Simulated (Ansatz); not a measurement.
## FePt under compression: one row to predict

The cell was reached from a generator's guess, though it ends in a space group that the Crystallography Open Database lists for this formula.

Level of theory: Ansatz 0.2.0, DFT PBE, scalar-relativistic, plane waves, PAW. The final run on the 2-atom cell used 420 eV, a Γ-centred 20×20×14 mesh, 0.10 eV smearing and collinear spin.

```cif
data_structure
_symmetry_space_group_name_H-M 'P 1'
_symmetry_Int_Tables_number 1
_cell_length_a 2.7291
_cell_length_b 2.7291
_cell_length_c 3.7652
_cell_angle_alpha 90.000
_cell_angle_beta 90.000
_cell_angle_gamma 90.000
_cell_volume 28.04
loop_
_atom_site_label
_atom_site_type_symbol
_atom_site_fract_x
_atom_site_fract_y
_atom_site_fract_z
_atom_site_occupancy
Fe1 Fe 0.50000 0.50000 0.50000 1
Pt1 Pt 0.00000 0.00000 0.00000 1
```

The cell was set to several volumes, with shape and atoms relaxed at each where symmetry leaves them free. Pressure is positive in compression, and energies count from the lowest row. No row has a gap on its mesh.

```
row  V (Å³/atom)  P (GPa)  ΔE (meV/atom)  largest moment (μB)
  1       12.339    35.66          165.0                 2.74
  2       12.760        ?              ?                    ?
  3       13.180    14.66           35.8                 2.87
  4       13.601     6.64            8.3                 2.92
  5       14.022     0.00            0.0                 2.98
  6       14.442    -5.52            7.7                 3.04
  7       14.863   -10.08           28.5                 3.09
  8       15.424   -15.08           72.8                 3.15
```

**Question.** Find B = −V·ΔP/ΔV from rows 4 and 6 and from rows 1 and 3, and from the two its slope B′ and its value B0 at zero pressure.

**Answer.** Rows 4 and 6 give −(13.601 + 14.442)/2 × (-5.52 − (6.64))/(14.442 − 13.601) = 202.7 GPa at a mean pressure of 0.56 GPa. Rows 1 and 3 give −(12.339 + 13.180)/2 × (14.66 − (35.66))/(13.180 − 12.339) = 318.6 GPa at a mean pressure of 25.16 GPa. So B′ = (318.6 − 202.7)/(25.16 − (0.56)) = 4.71 and B0 = 202.7 − 4.71 × (0.56) = 200.1 GPa. A third-order Birch–Murnaghan fit to all the energies gives B0 = 201.8 GPa and B′ = 5.2.

**Question.** Estimate the pressure and energy of row 2.

**Answer.** From row 5, V0 = 14.022 × (1 + (0.00)/200.1) = 14.022 Å³/atom. Murnaghan's form P = (B0/B′)·[(V0/V)^B′ − 1] gives (200.1/4.71) × [(14.022/12.760)^4.71 − 1] = 23.76 GPa; the computed pressure is 24.27 GPa, so the estimate is off by -0.51 GPa. The work of compression from row 3, with the mean of the two pressures, gives ΔE = 35.8 + (23.76 + 14.66)/2 × (13.180 − 12.760)/160.2 × 1000 = 86.2 meV/atom (1 eV/Å³ = 160.2 GPa); the computed value is 86.7 meV/atom. Its largest moment is 2.81 μB.

Spin–orbit coupling, which can matter for Pt, is left out. Another magnetic order may lie lower. All volumes keep the k mesh of the relaxed cell. The moments change along the series, which bends the curve. A later test with randomly moved atoms came back to the same energy, though modes that don't fit the test's cell weren't probed.

The largest moment, presumably on Fe, falls steadily with compression, from 3.15 to 2.74 μB across the series. Shorter contacts strengthen Fe 3d–3d and Fe 3d–Pt 5d overlap and broaden the bands, so the kinetic cost of keeping the spins polarised rises against the exchange gain. The moment is reduced but far from quenched, and no row shows the abrupt drop that would mark a high-spin to low-spin collapse. This smoothness probably helps a simple equation of state to predict the omitted row so well.

The slightly low pressure estimate fits with B′ being 4.71 from the differences but 5.2 from the fit: the first is an average over a wide pressure range, the second a value at zero pressure, and B′ normally falls as a solid is compressed. The largest moment alone doesn't show how the net magnetisation changes, or how much of it the Pt sites carry.
